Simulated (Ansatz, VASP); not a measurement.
**Cross-check of Al16H23O35F (hydroxylated alpha-Al2O3(0001) with 1 of its OH changed to F) between VASP and Ansatz**

Aim: how closely do two programs agree when they are given the same cell, functional and k mesh? The cell is taken from a series of runs on this material, whose earlier steps may have relaxed, scaled, displaced or heated it; both programs get it as it stands. Other levels of theory on this material are compared in a session of their own.

Calculated with Ansatz 0.2.0; plane waves, with VASP 6.6.1 beside it; single point at RPBE with D3(BJ).

## 1. The starting structure

The cell holds 75 atoms: 16 Al, 35 O, 1 F and 23 H. Cell: a = 9.580 Å, b = 9.580 Å, c = 22.300 Å, α = 90.0°, β = 90.0°, γ = 120.0°. It derives from Al2O3 (hydroxylated alpha-Al2O3(0001)). As first built, before any earlier steps moved the atoms (in the runner's words): corundum (0001), 2 x 2 cells, three layers of O, the outer two all OH (lattice constants typed as starting values near PBE's), lower atoms held; 1 top OH groups nearest the cell's middle replaced by F, eased by MACE. Vacuum lies along c.

## 2. Ansatz: single point, RPBE with D3(BJ)

Ansatz runs on its default PAW (the set named soft_2) files.

With cell and atoms fixed, the geometry can't cause a difference; cores, projectors, grids and the points listed under the comparison can.

Contents of input.yaml:

```yaml
crystal:
  lattice:
    - [9.58, 0.0, 0.0]
    - [-4.79, 8.29652, 0.0]
    - [0.0, 0.0, 22.3]
  atoms:
    - { symbol: Al, position: [0.00466, 0.99967, 0.14506] }
    - { symbol: Al, position: [0.34097, 0.17225, 0.22781] }
    - { symbol: Al, position: [0.17243, 0.33447, 0.1296] }
    - { symbol: Al, position: [0.17346, 0.33535, 0.24475] }
    - { symbol: O, position: [0.16027, 0.99713, 0.08897] }
    - { symbol: O, position: [0.00684, 0.15992, 0.09075] }
    - { symbol: O, position: [0.34593, 0.35099, 0.08852] }
    - { symbol: O, position: [0.50022, 0.17453, 0.28284] }
    - { symbol: O, position: [0.3349, 0.3232, 0.28384] }
    - { symbol: O, position: [0.18165, 0.01129, 0.28249] }
    - { symbol: O, position: [0.01752, 0.33676, 0.1856] }
    - { symbol: O, position: [0.17326, 0.18014, 0.18606] }
    - { symbol: O, position: [0.32634, 0.49298, 0.18638] }
    - { symbol: Al, position: [0.0072, 0.50402, 0.14341] }
    - { symbol: Al, position: [0.33582, 0.67065, 0.22788] }
    - { symbol: Al, position: [0.18068, 0.84177, 0.1301] }
    - { symbol: Al, position: [0.17488, 0.83774, 0.24419] }
    - { symbol: O, position: [0.15963, 0.49363, 0.08782] }
    - { symbol: O, position: [0.02168, 0.67046, 0.08692] }
    - { symbol: O, position: [0.35142, 0.85359, 0.08948] }
    - { symbol: F, position: [0.49787, 0.67665, 0.28103] }
    - { symbol: O, position: [0.33248, 0.82117, 0.28325] }
    - { symbol: O, position: [0.18339, 0.50986, 0.28158] }
    - { symbol: O, position: [0.01768, 0.83632, 0.18724] }
    - { symbol: O, position: [0.17067, 0.68055, 0.18634] }
    - { symbol: O, position: [0.32932, 0.99422, 0.18631] }
    - { symbol: Al, position: [0.5093, 0.00478, 0.14351] }
    - { symbol: Al, position: [0.84201, 0.16972, 0.22965] }
    - { symbol: Al, position: [0.67219, 0.33892, 0.12895] }
    - { symbol: Al, position: [0.67558, 0.33229, 0.24252] }
    - { symbol: O, position: [0.66384, 0.00015, 0.08961] }
    - { symbol: O, position: [0.51036, 0.16528, 0.08959] }
    - { symbol: O, position: [0.8434, 0.354, 0.08652] }
    - { symbol: O, position: [0.00046, 0.17529, 0.28358] }
    - { symbol: O, position: [0.83512, 0.32242, 0.283] }
    - { symbol: O, position: [0.67954, 0.00711, 0.28203] }
    - { symbol: O, position: [0.51943, 0.33848, 0.18604] }
    - { symbol: O, position: [0.67507, 0.18336, 0.18571] }
    - { symbol: O, position: [0.82979, 0.49527, 0.18468] }
    - { symbol: Al, position: [0.50269, 0.50417, 0.14446] }
    - { symbol: Al, position: [0.83856, 0.66942, 0.22766] }
    - { symbol: Al, position: [0.67546, 0.84003, 0.1284] }
    - { symbol: Al, position: [0.67022, 0.83635, 0.24222] }
    - { symbol: O, position: [0.65707, 0.49809, 0.08752] }
    - { symbol: O, position: [0.50793, 0.66727, 0.0914] }
    - { symbol: O, position: [0.84665, 0.84777, 0.08921] }
    - { symbol: O, position: [0.99963, 0.68108, 0.28541] }
    - { symbol: O, position: [0.81872, 0.81465, 0.28688] }
    - { symbol: O, position: [0.6863, 0.50325, 0.2851] }
    - { symbol: O, position: [0.51798, 0.83652, 0.1867] }
    - { symbol: O, position: [0.67075, 0.67887, 0.1868] }
    - { symbol: O, position: [0.82902, 0.9897, 0.18754] }
    - { symbol: H, position: [0.10072, 0.95211, 0.05214] }
    - { symbol: H, position: [0.02722, 0.13622, 0.05062] }
    - { symbol: H, position: [0.34563, 0.24834, 0.08789] }
    - { symbol: H, position: [0.48676, 0.21978, 0.31973] }
    - { symbol: H, position: [0.43652, 0.42487, 0.28559] }
    - { symbol: H, position: [0.22828, 0.03638, 0.32214] }
    - { symbol: H, position: [0.11226, 0.45217, 0.0489] }
    - { symbol: H, position: [0.07383, 0.66516, 0.05041] }
    - { symbol: H, position: [0.35782, 0.75476, 0.0872] }
    - { symbol: H, position: [0.43632, 0.92139, 0.28626] }
    - { symbol: H, position: [0.2188, 0.53723, 0.3226] }
    - { symbol: H, position: [0.76923, 0.09854, 0.08726] }
    - { symbol: H, position: [0.52907, 0.13152, 0.05089] }
    - { symbol: H, position: [0.85345, 0.41008, 0.04919] }
    - { symbol: H, position: [0.01012, 0.07852, 0.28556] }
    - { symbol: H, position: [0.94048, 0.42068, 0.28546] }
    - { symbol: H, position: [0.73071, 0.03578, 0.32099] }
    - { symbol: H, position: [0.59222, 0.45573, 0.05152] }
    - { symbol: H, position: [0.51641, 0.64793, 0.04939] }
    - { symbol: H, position: [0.84097, 0.74282, 0.0878] }
    - { symbol: H, position: [0.98909, 0.7387, 0.31923] }
    - { symbol: H, position: [0.75691, 0.74239, 0.31923] }
    - { symbol: H, position: [0.7534, 0.51109, 0.31902] }
kpoints:
  mp_grid: { grid: [1, 1, 1] }
hamiltonian:
  xc: rpbe
  dispersion: d3bj
scf:
  occupations: { method: fermi_dirac, width: 0.025 }
output:
  forces: true
```

Started as:

```
$ ansatz run input.yaml --threads 4 --pin off --max-ram 8192MiB --backend cpu --events-out ev --progress --plain --runs-dir out
```

Numbers of over 12 decimals in the logs are rounded to 6 here.

Log:

```text
Engine: ansatz 0.2.0, aarch64-unknown-linux-gnu
Pseudopotentials: kind: paw
Pseudopotential: Al, paw, valence charge 3, recommended cutoff 420 eV (normal), Al.paw.azcp
Pseudopotential: O, paw, valence charge 6, recommended cutoff 420 eV (normal), O.paw.azcp
Pseudopotential: F, paw, valence charge 7, recommended cutoff 420 eV (normal), F.paw.azcp
Pseudopotential: H, paw, valence charge 1, recommended cutoff 420 eV (normal), H.paw.azcp
Functional definition: RPBE
  parameter kappa = 0.804
  parameter beta = 0.066725
  exchange = rpbe_x(kappa = kappa, mu = beta*pi^2/3)
  correlation = pbe_c(beta = beta)
Crystal: 75 atoms, lattice volume = 1772.419 Å³
Basis set: ecut = 420 eV, 34605 PW (Γ), exchange–correlation on 144×144×300 points (8 copies of the dense FFT grid, shifted against one another)
Bands: 219, of which v1, the nominal top of the filled ones, is band 144 counted from 1 (143 counted from 0)
Symmetry: 1 space group operations
Space group: P1 (ITA 1), of the structure as read, at distance tolerance 1.2e-4 Å
k-points: 1
Non-local potential: Al, projectors of the file, l = 0: 2, l = 1: 2, l = 2: 1
Non-local potential: O, projectors of the file, l = 0: 2, l = 1: 2, l = 2: 1
Non-local potential: F, projectors of the file, l = 0: 2, l = 1: 2, l = 2: 1
Non-local potential: H, projectors of the file, l = 0: 2, l = 1: 1
PAW form: soft (Blöchl's): semilocal exchange-correlation on the pseudo side does not see the compensation charge
PAW frozen core: Al, regenerated for the run's functional, and the local potential with it (the file was generated under x = pbe(κ = 0.804, μ = 0.219515), c = pbe(β = 0.066725))
PAW frozen core: O, regenerated for the run's functional, and the local potential with it (the file was generated under x = pbe(κ = 0.804, μ = 0.219515), c = pbe(β = 0.066725))
PAW frozen core: F, regenerated for the run's functional, and the local potential with it (the file was generated under x = pbe(κ = 0.804, μ = 0.219515), c = pbe(β = 0.066725))
PAW one-centre angular grid: Al, 110 points (default); XC on 64 Gauss nodes
PAW one-centre angular grid: O, 110 points (default); XC on 64 Gauss nodes
PAW one-centre angular grid: F, 110 points (default); XC on 64 Gauss nodes
PAW one-centre angular grid: H, 110 points (default); XC on 64 Gauss nodes
Initial density: superposition of atomic densities (neutral atoms: chi_scale 0, normalization atom), corrected by the library's trained network
Initial wavefunctions: pseudopotential atomic-orbital guess
Functional: x = rpbe, c = pbe(β = 0.066725)
SCF iter   1: F=—  HF=-29841.287961 eV  |F-HF|=—  |Δ(HF+E_count)|=         —  Δρ=2.77e-3  dr2=1.61e-1  ethr=1.77e-3  ⟨swp⟩=7.0  Hψ=1084  notcnv=0  defer=49
preconditioner: auto → Resta (q_TF=auto, 2.015 Å⁻¹)  ε∞=1.9  [insulator: Δε(μ)=4.240 eV  Ē_g=15.577 eV  σ=0.025 eV  W_gap=1.00  n_scr=224 (ndim 8)  ℏωp=15.0 eV  f_vac=0.657  D(μ)=0.00/eV (n_scr^D=0)  ε∞_Penn≈1.9  vacuum switching on, ρ_ref=1.8e-2 e/Å³]
SCF iter   2: F=—  HF=-29841.245500 eV  |F-HF|=—  |Δ(HF+E_count)|=   4.25e-2  Δρ=1.36e-3  dr2=1.72e-2  ethr=5.60e-5  ⟨swp⟩=3.0  Hψ=368  notcnv=0  defer=70
SCF iter   3: F=—  HF=-29841.245634 eV  |F-HF|=—  |Δ(HF+E_count)|=   1.34e-4  Δρ=4.97e-4  dr2=3.36e-3  ethr=5.97e-6  ⟨swp⟩=3.0  Hψ=297  notcnv=0  defer=17
automatic band count: iteration 3 solves 166 bands in place of 219: the levels show a gap, and the empty bands left out lie too high to hold charge; the band table lists the bands solved (type scf.n_extra_bands for more)
SCF iter   4: F=—  HF=-29841.245683 eV  |F-HF|=—  |Δ(HF+E_count)|=   4.98e-5  Δρ=1.90e-4  dr2=3.34e-4  ethr=1.17e-6  ⟨swp⟩=3.0  Hψ=302  notcnv=0  defer=17
SCF iter   5: F=—  HF=-29841.245842 eV  |F-HF|=—  |Δ(HF+E_count)|=   1.59e-4  Δρ=3.88e-5  dr2=1.85e-5  ethr=1.16e-7  ⟨swp⟩=3.0  Hψ=291  notcnv=0  defer=17
SCF iter   6: F=—  HF=-29841.245705 eV  |F-HF|=—  |Δ(HF+E_count)|=   1.38e-4  Δρ=1.75e-5  dr2=4.11e-6  ethr=6.42e-9  ⟨swp⟩=3.0  Hψ=312  notcnv=0  defer=17
SCF iter   7: F=—  HF=-29841.245706 eV  |F-HF|=—  |Δ(HF+E_count)|=   1.85e-6  Δρ=4.66e-6  dr2=2.20e-7  ethr=1.43e-9  ⟨swp⟩=2.0  Hψ=281  notcnv=0  defer=17
SCF iter   8: F=-29841.245707 eV  HF=-29841.245707 eV  |F-HF|=1.35e-8  |Δ(HF+E_count)|=   8.34e-7  Δρ=1.91e-6  dr2=4.48e-8  ethr=3.47e-11  ⟨swp⟩=5.0  Hψ=667  notcnv=0
SCF 1 converged in 8 iterations: F = -29841.245707 eV  dr2 = 4.48e-8
  greatest PAW one-centre occupation: 0.932 electrons in one spin orbital (limit 2), on the F atom at site 20 (counted from 0), in its partial waves of l = 0
SCF converged after 8 iterations
Free energy (F): -29841.245707 eV
Harris-Foulkes:  -29841.245707 eV  (|F-HF|=1.35e-8)
Internal energy: -29841.245707 eV  (E = F + TS)
E sigma→0 (E₀):  -29841.245707 eV
Fermi energy:    -0.132556 eV
--- Per-component energies (eV) ---
  E_band       = -2592.020089
  E_kinetic    = 7217.966470
  E_local      = -193992.804983  (includes V_loc(G=0)·N_el)
  E_nonlocal   = 1906.838720
  E_hartree    = 93932.118499
  E_xc         = -3566.174759
  E_vxc        = -4193.407166  (∫ρ·V_xc dr)
  E_paw        = -13341.371374  (= ΣΔE_a)
  E_vpaw       = -1394.912179  (= ΣTr[D̂ρ^β])
  E_aug_tail   = 0.061310  (compensation charges beyond the density's cutoff)
  E_ewald      = 78038.193942
  E_disp       = -35.042996  (pairwise vdW)
  E_core_change = -1.030536  (= ΣΔE_core)
  E_smearing   = -0.000000  (= −TS)
  E_closure    = -0.000000  (closes the sum)
  Σ components = -29841.245707   (vs F -29841.245707, Δ=0.00e0)
--- Forces (eV/Å), atoms counted from 1 ---
  atom   1  Al     0.07775931     0.08676567     0.32647716
  atom   2  Al     0.01964054    -0.02059215    -0.46083781
  atom   3  Al     0.00389964    -0.05445715     0.45860320
  atom   4  Al     0.02712128    -0.01277293    -0.53972540
  atom   5  O      0.06935956     0.09772481    -0.05431967
  atom   6  O     -0.09115091     0.03143265    -0.12062233
  atom   7  O      0.08006355    -0.22516779    -0.06716959
  atom   8  O     -0.00901161    -0.05485678     0.09050423
  atom   9  O      0.08820121     0.12862014     0.08311387
  atom  10  O     -0.04538522     0.03010872     0.06613652
  atom  11  O     -0.02809331    -0.00448439     0.01631864
  atom  12  O     -0.00072584    -0.02693436     0.02561958
  atom  13  O      0.03715645     0.03095825    -0.01960200
  atom  14  Al    -0.04405651    -0.02869221     0.38010529
  atom  15  Al    -0.01616632    -0.00993437    -0.53753382
  atom  16  Al    -0.08511536    -0.11689373     0.27215296
  atom  17  Al    -0.01494161     0.00711293    -0.52746808
  atom  18  O      0.02717302     0.13739733    -0.10699429
  atom  19  O     -0.10267930    -0.05365544    -0.08461048
  atom  20  O      0.10734264    -0.21242355    -0.06222732
  atom  21  F      0.02853206    -0.07423258     0.11178720
  atom  22  O      0.13662195     0.15675412     0.11815688
  atom  23  O     -0.10605445     0.06842706     0.08362457
  atom  24  O      0.01797233    -0.00840192    -0.00245875
[...]
atom  68  H     -0.10735057    -0.12796958    -0.09743296
  atom  69  H     -0.00173334    -0.02540090    -0.11749330
  atom  70  H      0.05207684     0.01782484     0.27210861
  atom  71  H      0.05544454     0.04185776     0.26588500
  atom  72  H     -0.13897277     0.19636848     0.08381029
  atom  73  H      0.03129012    -0.02882843    -0.09025095
  atom  74  H      0.00985160     0.05586987    -0.09238006
  atom  75  H     -0.06469971    -0.00500507    -0.09961499
  max |Σ_I F_I| component: 1.10e-4 eV/Å
```

(Part 1 of 2 ends here.)

[Lines on the potential files, build, host, timing and source positions are cut from VASP's logs without a mark.]

[Logs are printed without paths, hosts, clocks, repeated set-up lines and the standing remarks that a program may print on its own settings, such as how far it seeks lower states.]

[Hosts, paths, dates, database ids (printed as entryN), source tags and the programs' standing remarks are cut or masked in the printed files.]
